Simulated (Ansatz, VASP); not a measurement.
**Two plane-wave programs on Os**

File INCAR:

```
SYSTEM = Os
PREC     = Accurate       ! precision mode
ENCUT    = 600            ! plane-wave cutoff, eV
EDIFF    = 1E-7           ! SCF threshold, eV
ISMEAR   = 0              ! smearing method
SIGMA    = 0.1            ! smearing width, eV
LREAL    = .False.        ! projectors in reciprocal space
LASPH    = .True.         ! aspherical terms in the spheres
NELM     = 100            ! most SCF steps
ALGO     = Normal         ! electronic algorithm
ISIF     = 3              ! what is computed and relaxed
LWAVE    = .False.        ! write WAVECAR
LCHARG   = .False.        ! write CHGCAR
GGA      = PE             ! functional
IBRION   = 2              ! ionic algorithm
NSW      = 100            ! ionic steps
EDIFFG   = -0.01          ! ionic threshold
```

The input KPOINTS:

```
Automatic mesh
0
Gamma
  24 24 24
  0 0 0
```

The input POSCAR:

```
Os
1.0
    0.0000000000      1.9220413878      1.9220413878
    1.9220413878      0.0000000000      1.9220413878
    1.9220413878      1.9220413878      0.0000000000
Os
1
Direct
    0.0000000000      0.0000000000      0.0000000000
```

Input for Ansatz:

```yaml
crystal:
  lattice:
    - [0.0, 1.9220413878, 1.9220413878]
    - [1.9220413878, 0.0, 1.9220413878]
    - [1.9220413878, 1.9220413878, 0.0]
  atoms:
    - { symbol: Os, position: [0.0, 0.0, 0.0] }
basis:
  ecutwfc: 420
kpoints:
  mp_grid: { grid: [24, 24, 24] }
hamiltonian:
  xc: pbe
scf:
  occupations: { method: gaussian, width: 0.1 }
output:
  forces: true
  stress: true
  eigenvalues: true
relax:
  adjacent_minimum: "off"
  f_tol: 0.01
  max_steps: 80
  cell: { stress_tol: 0.05 }
```

Alike in both runs: task relaxation of cell and atoms; functional PBE; k mesh 24 × 24 × 24; occupations gaussian, width 0.1 eV; no spin polarisation.

|  | VASP | Ansatz |
| --- | --- | --- |
| version | VASP 6.6.1 | Ansatz 0.2.0 |
| potentials or method | VASP PAW PBE potentials, release 64 (Os) | scalar-relativistic, plane waves, PAW |
| plane-wave cutoff (eV) | 600 | 420 |
| valence electrons in the cell | 8 | 16 |

Ansatz gave:

```
gap on the k mesh at the Fermi level, each at its own relaxed structure (eV) : none
relaxed volume (Å³/atom)                                                     : 14.33
relaxed cell length with the largest relative difference (Å)                 : 2.727
energy change over the relaxation (meV/atom)                                 : -2
```

Problem. What did VASP give for the same quantities?

Solution. gap on the k mesh at the Fermi level, each at its own relaxed structure (eV): none; relaxed volume (Å³/atom): 14.34; relaxed cell length with the largest relative difference (Å): 2.727; energy change over the relaxation (meV/atom): -2.

A gap of «none» marks a metal or a gap that the smearing closes. The two sets of potentials don't hold the same shells in valence.

The runs have no spin-orbit coupling, so splittings on Os are missing.
